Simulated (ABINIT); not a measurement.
# Ge (I4_1/amd) in ABINIT: relaxation of cell and atoms with r2SCAN

Aim: the relaxation of cell and atoms of Ge with r2SCAN.

Everything below comes from runs of ABINIT 10.8.3 (patched build). Logs are shortened: lines on timing, memory, paths and dates and some standing lists are left out, and cuts for length are marked. The log counts tension as positive stress, the text compression.

## (1) Starting point

The structure is tetragonal, space group I4_1/amd (No. 141). Conventional cell: a = 5.149 Å, b = 5.149 Å, c = 2.795 Å, α = 90.00°, β = 90.00°, γ = 90.00°. Around Ge (site symmetry -4m2) lie 6 Ge at 2.67 to 2.79 Å.

This isn't the form of Ge at room conditions, which is diamond.

## (2) Relaxation of cell and atoms, r2SCAN

The input, run.abi:

```
# Pseudopotentials
pp_dirpath "./"
pseudos "Ge.GGA_PBE-JTH.xml"

# Structure
acell 3*1.0
rprim
    -4.8650804796     4.8650804796     2.6407271787
     4.8650804796    -4.8650804796     2.6407271787
     4.8650804796     4.8650804796    -2.6407271787
ntypat 1
znucl 32
natom 2
typat 1 1
xred
     0.5000000000     0.5000000000     0.0000000000
     0.2500000000     0.7500000000     0.5000000000
chkprim 0
chksymtnons 0
tolsym 1.0e-6

# Plane-wave basis
ecut 707.496042 eV
pawecutdg 48.0

# k points
kptopt 1
ngkpt 9 9 9
nshiftk 1
shiftk 0.0 0.0 0.0

# Exchange and correlation
ixc -497498
usekden 1
pawxcdev 0

# Bands and occupations
nband 18
occopt 3
tsmear 0.05 eV

# SCF cycle
nstep 100
tolvrs 1.0e-7

# Output
iomode 3
prtwf 0
prtden 0
prteig 0
prtebands 0
enunit 1

# Relaxation
ionmov 22
ntime 60
tolmxf 5.0e-5
optcell 2
dilatmx 1.08
ecutsm 0.5
```

Potentials or basis: JTH PAW PBE v2.0.

On the command line:

```
$ mpirun --bind-to none -np 4 abinit run.abi > log 2>&1
```

run.abo:

```text
.Version 10.8.3 of ABINIT
 Symmetries : space group I4_1/a m d (#141); Bravais tI (body-center tetrag.)
================================================================================
 Values of the parameters that define the memory need of the present run
     intxc =       0    ionmov =      22      iscf =      17    lmnmax =      18
     lnmax =       6     mgfft =      40  mpssoang =       3    mqgrid =    3001
     natom =       2  nloc_mem =       2    nspden =       1   nspinor =       1
    nsppol =       1      nsym =      16    n1xccc =       1    ntypat =       1
    occopt =       3   xclevel =       2
       mpw =        2018          nfft =       64000          nkpt =          75
Pmy_natom=         1
 PAW method is used; the additional fine FFT grid is defined by:
   mgfftf=        50    nfftf =    125000
================================================================================
================================================================================

--------------------------------------------------------------------------------
------------- Echo of variables that govern the present computation ------------
--------------------------------------------------------------------------------
 -outvars: echo values of preprocessed input variables --------
            acell      1.0000000000E+00  1.0000000000E+00  1.0000000000E+00 Bohr
              amu      7.26100000E+01
          chkprim           0
      chksymtnons           0
          dilatmx      1.08000000E+00
             ecut      2.60000000E+01 Hartree
           ecutsm      5.00000000E-01 Hartree
           enunit           1
           ionmov          22
                       outvar_i_n : Printing only first  50 k-points.
              ixc     -497498
                       outvar_i_n : Printing only first  50 k-points.
         kptrlatt        9    0    0      0    9    0      0    0    9
          kptrlen      4.75330892E+01
            natom           2
            nband          18
            ngfft          40      40      40
          ngfftdg          50      50      50
             nkpt          75
            nstep         100
             nsym          16
            ntime          60
           ntypat           1
                       prtocc : prtvol=0, do not print more k-points.
           occopt           3
          optcell           2
        pawecutdg      4.80000000E+01 Hartree
         pawxcdev           0
           prtden           0
        prtebands           0
           prteig           0
          prtkden           1
            prtwf           0
            rprim     -4.8650804796E+00  4.8650804796E+00  2.6407271787E+00
                       4.8650804796E+00 -4.8650804796E+00  2.6407271787E+00
                       4.8650804796E+00  4.8650804796E+00 -2.6407271787E+00
          spgroup         141
           tolsym      1.00000000E-06
           tolvrs      1.00000000E-07
           tsmear      1.83746611E-03 Hartree
            typat      1  1
          usekden           1
           useylm           1
                       outvars : Printing only first  50 k-points.
           xangst     -9.5669804422E-17  8.8508198104E-17  1.3974126422E+00
                       2.5744897173E+00  0.0000000000E+00  6.9870632112E-01
            xcart     -1.8078972888E-16  1.6725625431E-16  2.6407271787E+00
                       4.8650804796E+00  0.0000000000E+00  1.3203635894E+00
             xred      5.0000000000E-01  5.0000000000E-01 -1.3908787962E-18
                       2.5000000000E-01  7.5000000000E-01  5.0000000000E-01
            znucl       32.00000

================================================================================

 chkinp: Checking input parameters for consistency.

================================================================================
== DATASET  1 ==================================================================

--- !DatasetInfo
iteration_state: {dtset: 1, }
dimensions: {natom: 2, nkpt: 75, mband: 18, nsppol: 1, nspinor: 1, nspden: 1, mpw: 2018, }
cutoff_energies: {ecut:  26.0, pawecutdg:  48.0, }
electrons: {nelect:   2.80000000E+01, charge:   0.00000000E+00, occopt:   3.00000000E+00, tsmear:   1.83746611E-03, }
meta: {optdriver: 0, ionmov: 22, optcell: 2, iscf: 17, paral_kgb: 0, }
...

 Real(R)+Recip(G) space primitive vectors, cartesian coordinates (Bohr,Bohr^-1):
 R(1)= -4.8650805  4.8650805  2.6407272  G(1)=  0.0000000  0.1027732  0.1893418
 R(2)=  4.8650805 -4.8650805  2.6407272  G(2)=  0.1027732  0.0000000  0.1893418
 R(3)=  4.8650805  4.8650805 -2.6407272  G(3)=  0.1027732  0.1027732  0.0000000
 Unit cell volume ucvol=  2.5001357E+02 bohr^3
 Angles (23,13,12)=  9.73769836E+01  9.73769836E+01  1.38005201E+02 degrees

 Coarse grid specifications (used for wave-functions):

 getcut: wavevector=  0.0000  0.0000  0.0000  ngfft=  40  40  40
         ecut(hartree)=     30.326   => boxcut(ratio)=   2.19037

 Fine grid specifications (used for densities):

 getcut: wavevector=  0.0000  0.0000  0.0000  ngfft=  50  50  50
         ecut(hartree)=     55.987   => boxcut(ratio)=   2.01489

--- Pseudopotential description ------------------------------------------------
- pspini: atom type   1  psp file is ./Ge.GGA_PBE-JTH.xml
 Pseudopotential format is: paw10
 basis_size (lnmax)=  6 (lmn_size= 18), orbitals=   0   0   1   1   2   2
 Spheres core radius: rc_sph= 2.30476891
 Shapefunction is SIN type: shapef(r)=[sin(pi*r/rshp)/(pi*r/rshp)]**2
 Radius for shape functions =  1.99988291
 Compensation charge density is not taken into account in XC energy/potential

   1.13473484E+03                                ecore*ucvol(ha*bohr**3)
--------------------------------------------------------------------------------

================================================================================

=== [ionmov=22] Limited-memory Broyden-Fletcher-Goldfarb-Shanno method
================================================================================

--- Iteration: ( 1/60) Internal Cycle: (1/1)
--------------------------------------------------------------------------------

---SELF-CONSISTENT-FIELD CONVERGENCE--------------------------------------------
[... 601 lines left out ...]
 -4.87418011996898E+00  4.87418011996898E+00  2.66357678664717E+00
  4.87418011996898E+00 -4.87418011996898E+00  2.66357678664717E+00
  4.87418011996898E+00  4.87418011996898E+00 -2.66357678664717E+00
 Unitary Cell Volume (ucvol) [Bohr^3]=  2.53121106719186E+02
 Angles (23,13,12)= [degrees]
  9.74646757514958E+01  9.74646757514958E+01  1.37745913040634E+02
 Lengths [Bohr]
  7.38985148579911E+00  7.38985148579911E+00  7.38985148579911E+00
 Stress tensor in cartesian coordinates (strten) [Ha/bohr^3]
 -1.90519846472031E-07  0.00000000000000E+00  0.00000000000000E+00
  0.00000000000000E+00 -1.90519846475501E-07  0.00000000000000E+00
  0.00000000000000E+00  0.00000000000000E+00  4.71940649067470E-07
 Total energy (etotal) [Ha]= -1.76763162929891E+02

 Difference of energy with previous step (new-old):
           Absolute (Ha)= 7.59280E-09
           Relative     = 4.29547E-11

 At Broyd/MD step   6, gradients are converged :
  max grad (force/stress) = 4.7194E-05 < tolmxf= 5.0000E-05 ha/bohr (free atoms)

================================================================================

 ----iterations are completed or convergence reached----

 Mean square residual over all n,k,spin=   12.131E-09; max=  55.908E-07
 reduced coordinates (array xred) for    2 atoms
       0.500000000000      0.500000000000     -0.000000000000
       0.250000000000      0.750000000000      0.500000000000
 rms dE/dt=  3.2678E-27; max dE/dt=  3.4331E-27; dE/dt below (all hartree)
    1      -0.000000000000     -0.000000000000     -0.000000000000
    2       0.000000000000      0.000000000000      0.000000000000

 cartesian coordinates (angstrom) at end:
    1     -0.00000000000000     0.00000000000000     1.40950413402770
    2      2.57930503957420     0.00000000000000     0.70475206701385

 cartesian forces (hartree/bohr) at end:
    1      0.00000000000000     0.00000000000000     0.00000000000000
    2     -0.00000000000000    -0.00000000000000    -0.00000000000000
 frms,max,avg= 8.9649961E-28 1.2320506E-27   0.000E+00  0.000E+00  0.000E+00 h/b

 cartesian forces (eV/Angstrom) at end:
    1      0.00000000000000     0.00000000000000     0.00000000000000
    2     -0.00000000000000    -0.00000000000000    -0.00000000000000
 frms,max,avg= 4.6099864E-26 6.3354589E-26   0.000E+00  0.000E+00  0.000E+00 e/A
 length scales=  7.389851485799  7.389851485799  7.389851485799 bohr
              =  3.910540995590  3.910540995590  3.910540995590 angstroms
 Fermi (or HOMO) energy (eV) =   8.95108   Average Vxc (eV)= -11.11295
 Eigenvalues (   eV  ) for nkpt=  75  k points:
 kpt#   1, nband= 18, wtk=  0.00137, kpt=  0.0000  0.0000  0.0000 (reduced coord)
 -16.53482  -16.48663  -16.45423  -16.44768  -16.34342  -16.34342  -16.33712  -16.33712
 -16.26425  -16.20330   -4.90600    4.84359    6.44611    6.44611   12.79265   16.87789
  16.87789   17.28265
 prteigrs : prtvol=0 or 1, do not print more k-points.

--- !EnergyTerms
iteration_state     : {dtset: 1, itime: 6, icycle: 1, }
comment             : Components of total free energy in Hartree
kinetic             :  1.28786873175566E+01
hartree             :  3.47583709499060E+01
xc                  : -4.30490549733604E+00
Ewald energy        : -1.11581006679493E+02
psp_core            :  4.48297203631197E+00
local_psp           : -1.22588329659380E+02
PAW spherical_terms :  9.59132454804262E+00
internal            : -1.76762886984391E+02
'-kT*entropy'       : -2.19256884139331E-04
total_energy        : -1.76763106241276E+02
total_energy_eV     : -4.80996915797073E+03
...

--- !EnergyTermsDC
iteration_state     : {dtset: 1, itime: 6, icycle: 1, }
comment             : '"Double-counting" decomposition of free energy'
band_energy         : -1.10617416762232E+01
Ewald energy        : -1.11581006679493E+02
psp_core            :  4.48297203631197E+00
xc_dc               : -3.33185729585371E+01
PAW spherical_terms : -2.52845943950656E+01
internal            : -1.76762943673006E+02
'-kT*entropy'       : -2.19256884139331E-04
total_energy_dc     : -1.76763162929891E+02
total_energy_dc_eV  : -4.80997070054652E+03
...

--- !EnergyTermsWithPAWCore
iteration_state     : {dtset: 1, itime: 6, icycle: 1, }
comment             : 'Components of total free energy, including PAW core contributions'
Total energy        : -4.19855236160912E+03
Total energy DC     : -4.19855241829774E+03
Total energy (eV)   : -1.14248429985722E+05
Total energy DC (eV): -1.14248431528297E+05
...

 Cartesian components of stress tensor (hartree/bohr^3)
  sigma(1 1)= -1.90519846E-07  sigma(3 2)=  0.00000000E+00
  sigma(2 2)= -1.90519846E-07  sigma(3 1)=  0.00000000E+00
  sigma(3 3)=  4.71940649E-07  sigma(2 1)=  0.00000000E+00

-Cartesian components of stress tensor (GPa)         [Pressure= -8.9147E-04 GPa]
- sigma(1 1)= -5.60528740E-03  sigma(3 2)=  0.00000000E+00
- sigma(2 2)= -5.60528741E-03  sigma(3 1)=  0.00000000E+00
- sigma(3 3)=  1.38849733E-02  sigma(2 1)=  0.00000000E+00

== END DATASET(S) ==============================================================
================================================================================

 -outvars: echo values of variables after computation  --------
            acell      7.3898514858E+00  7.3898514858E+00  7.3898514858E+00 Bohr
           etotal     -1.7676316293E+02
            fcart      6.8363260726E-28  6.5255839784E-28  1.2320505953E-27
                      -6.8363260726E-28 -6.5255839784E-28 -1.2320505953E-27
            rprim     -6.5957754758E-01  6.5957754758E-01  3.6043711998E-01
                       6.5957754758E-01 -6.5957754758E-01  3.6043711998E-01
                       6.5957754758E-01  6.5957754758E-01 -3.6043711998E-01
           strten     -1.9051984647E-07 -1.9051984648E-07  4.7194064907E-07
                       0.0000000000E+00  0.0000000000E+00  0.0000000000E+00
           xangst     -5.6541297639E-16  5.5823797517E-16  1.4095041340E+00
                       2.5793050396E+00  9.4000755720E-16  7.0475206701E-01
             xred      5.0000000000E-01  5.0000000000E-01 -1.3908787644E-18
                       2.5000000000E-01  7.5000000000E-01  5.0000000000E-01
 Calculation completed.
```

It took 6.7 min on 4 MPI ranks of Arm Neoverse V1, shared host; peak memory 0.68 GiB.

What came out:

| Property | Result |
| --- | --- |
| Free energy | -4809.9707 eV |
| Relaxed volume | 18.75 Å³/atom |
| Relaxed cell | a = 3.911 Å, b = 3.911 Å, c = 3.911 Å, α = 97.46°, β = 97.46°, γ = 137.75° |
| Space group after relaxing (to 0.05 Å) | I4_1/amd (No. 141) |
| Energy gained by relaxing | 0.8 meV/atom |
| Ionic steps | 6 |
| Pressure after relaxing | 0.0 GPa |
| Band gap on the k mesh | none (metal or under the smearing width) |
| Valence electrons inside the program's atomic spheres | Ge 12.25 (radii [1.2196] Å) |

Step by step:
```
step  energy change (eV)  largest force (eV/Å)  pressure (GPa)  volume (Å³)
   1              0.0000                0.0000            0.94        37.05
   2             -0.0006                0.0000            0.71        37.15
   3             -0.0016                0.0000           -0.03        37.52
   4             -0.0016                0.0000           -0.02        37.52
   5             -0.0016                0.0000           -0.01        37.52
   6             -0.0016                0.0000            0.00        37.51
```

Final structure:
```xyz
2
Lattice="-2.5793 2.5793 1.4095 2.5793 -2.5793 1.4095 2.5793 2.5793 -1.4095" Properties=species:S:1:pos:R:3 pbc="T T T"
Ge    0.0000    0.0000    1.4095
Ge    2.5793    0.0000    0.7048
```

Levels at points of the mesh, in eV from the Fermi level:
| k point | band 10 | band 11 | band 12 | band 13 | band 14 | band 15 | band 16 | band 17 | band 18 |
| --- | --- | --- | --- | --- | --- | --- | --- | --- | --- |
| (0.00, 0.00, 0.00) | -25.15 | -13.86 | -4.11 | -2.50 | -2.50 | 3.84 | 7.93 | 7.93 | 8.33 |

Caveat: totals of a meta-GGA on PAW files have another zero than those of a GGA; the PAW data sets were made with another functional, which shifts forces and pressure a little.
